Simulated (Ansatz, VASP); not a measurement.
# One calculation of C, two programs

The input INCAR:

```
SYSTEM = C
PREC = Accurate
ENCUT = 520
EDIFF = 1E-6
ISMEAR = 1
SIGMA = 0.05
LREAL = .False.
LASPH = .True.
NELM = 60
ALGO = Normal
ISIF = 2
LWAVE = .False.
LCHARG = .False.
GGA = PS
NBANDS = 11
```

The input KPOINTS:

```
regular mesh
0
Gamma
  13 13 8
  0 0 0
```

Contents of POSCAR:

```
C
1.0
    2.1273203100     -1.2282824400      0.0000000000
    2.1273203100      1.2282824400      0.0000000000
   -1.3790696300      0.0000000000      3.5028300800
C
2
Direct
    0.8333555300      0.8333555300      0.0000930400
    0.1666444700      0.1666444700      0.9999069600
```

Input for Ansatz:

```yaml
crystal:
  lattice:
    - [2.12732031, -1.22828244, 0.0]
    - [2.12732031, 1.22828244, 0.0]
    - [-1.37906963, 0.0, 3.50283008]
  atoms:
    - { symbol: C, position: [0.83335553, 0.8333555300000001, 9.304e-05] }
    - { symbol: C, position: [0.16664446999999996, 0.16664447, 0.99990696] }
kpoints:
  mp_grid:
    grid: [13, 13, 8]
hamiltonian:
  xc: pbesol
scf:
  convergence:
    dr2_threshold: 1.0e-10
  occupations:
    method: cold
    width: 0.05
output:
  stress: true
```

This is a stacking variant of graphite.

Alike in both runs: task single point; functional PBEsol; k mesh 13 × 13 × 8; no spin polarisation.

|  | VASP | Ansatz |
| --- | --- | --- |
| version | VASP 6.6.1 | Ansatz 0.2.0 |
| potentials or method | VASP PAW PBE potentials, release 64 (C) | plane waves, PAW |
| plane-wave cutoff (eV) | 520 | 420 |
| occupations | methfessel-paxton of order 1, width 0.05 eV | cold, width 0.05 eV |
| valence electrons in the cell | 8 | 8 |

|  | VASP | Ansatz | Ansatz less VASP |
| --- | --- | --- | --- |
| pressure (GPa) | 1.5 | 0.9 | -0.63 |
| largest component of the traceless stress (GPa) | 1.09 | 0.36 | -0.730 |

Caveats: the PAW data sets were made with another functional, which shifts forces and pressure a little (VASP); this functional lacks dispersion, which binds the layers, so the pressure and a relaxed spacing across them are unreliable.
